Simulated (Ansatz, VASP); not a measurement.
## One calculation of Zn, two programs

File INCAR:

```
  AGGAC = 1.0
  AGGAX = 1.0
  ALDAC = 0.0
  ALDAX = 1.0
  ALGO = Normal
  EDIFF = 1E-7
  EDIFFG = -0.01
  ENCUT = 600
  GGA = B5
  IBRION = 2
  ISIF = 3
  ISMEAR = -1
  LASPH = True
  LCHARG = False
  LREAL = False
  LWAVE = False
  NELM = 60
  NSW = 80
  PREC = Accurate
  SIGMA = 0.1
```

File KPOINTS:

```
k-points
0
Gamma
  14 14 14
```

File POSCAR:

```
Zn
1.0
    0.0000000000      1.9665497572      1.9665497572
    1.9665497572      0.0000000000      1.9665497572
    1.9665497572      1.9665497572      0.0000000000
Zn
1
Direct
    0.0000000000      0.0000000000      0.0000000000
```

Input for Ansatz:

```yaml
crystal:
  lattice:
    - [0.0, 1.9665497572, 1.9665497572]
    - [1.9665497572, 0.0, 1.9665497572]
    - [1.9665497572, 1.9665497572, 0.0]
  atoms:
    - { symbol: Zn, position: [0.0, 0.0, 0.0] }
hamiltonian:
  xc: blyp
  pseudopotentials:
    kind: paw
    azcp:
      Zn: "pseudopotentials/Zn.paw.azcp"
basis:
  ecutwfc: 420
  fft_grid_basis: typed
kpoints:
  mp_grid: { grid: [14, 14, 14], shift: [0, 0, 0] }
magnetization:
  spin_polarized: false
scf:
  occupations: { method: fermi_dirac, width: 0.1 }
relax:
  max_steps: 60
  f_tol: 0.01
  cell: {}
```

The cell was built by a generator and needn't be a form met in nature.

Alike in both runs: task relaxation of cell and atoms; functional BLYP; k mesh 14 × 14 × 14; occupations fermi-dirac, width 0.1 eV; no spin polarisation.

```csv
,VASP,Ansatz
version,VASP 6.6.1,Ansatz 0.2.0
potentials or method,"VASP PAW PBE potentials, release 64 (Zn)","plane waves (420 eV) with PAW, scalar-relativistic"
plane-wave cutoff (eV),600,420
valence electrons in the cell,12,12
```

|  | VASP | Ansatz | Ansatz less VASP |
| --- | --- | --- | --- |
| relaxed volume (Å³/atom) | 16.84 | 16.76 | -0.073 |
| relaxed cell length with the largest relative difference (Å) | 2.877 | 2.873 | -0.0042 |
| energy change over the relaxation (meV/atom) | -27 | -25 | +2.0 |

Caveats: the PAW data sets were made with another functional, which shifts forces and pressure a little (VASP).
